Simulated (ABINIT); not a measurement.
Ti, 1 atom in the cell. Symmetry: Im-3m, No. 229, cubic system. The conventional cell has a = 3.282 Å, b = 3.282 Å, c = 3.282 Å, α = 90.00°, β = 90.00°, γ = 90.00°. Ti (site symmetry m-3m) has 8 Ti at 2.84 Å as nearest neighbours. This isn't the form of Ti at room conditions, which is hcp.

* Program: ABINIT 10.8.3 (patched build)
* Task: equation of state
* Functional: PBE
* Potentials or basis: JTH PAW PBE v2.0
* Cutoff: 571 eV
* k mesh: 11 × 11 × 11
* Occupations: fermi-dirac, width 0.05 eV
* Spin: no spin polarisation
* Fine-grid cutoff: 1142.88 eV
* Exchange and correlation inside the PAW spheres: full angular mesh (pawxcdev 0, this build's default; the released program takes 1)

Potentials or basis: JTH PAW PBE v2.0.

Run with:

```bash
$ abinit run.abi > log 2>&1
```

Hardware: 1 thread of Arm Neoverse V2 (shared host).

Task: Estimate the wall time of this run.

Result: It took 45 s on 1 thread of Arm Neoverse V2, on a shared host, peak memory 0.13 GiB. Counts: scf iterations 59, mpi ranks 1, k points 56, bands 10, plane waves 526.
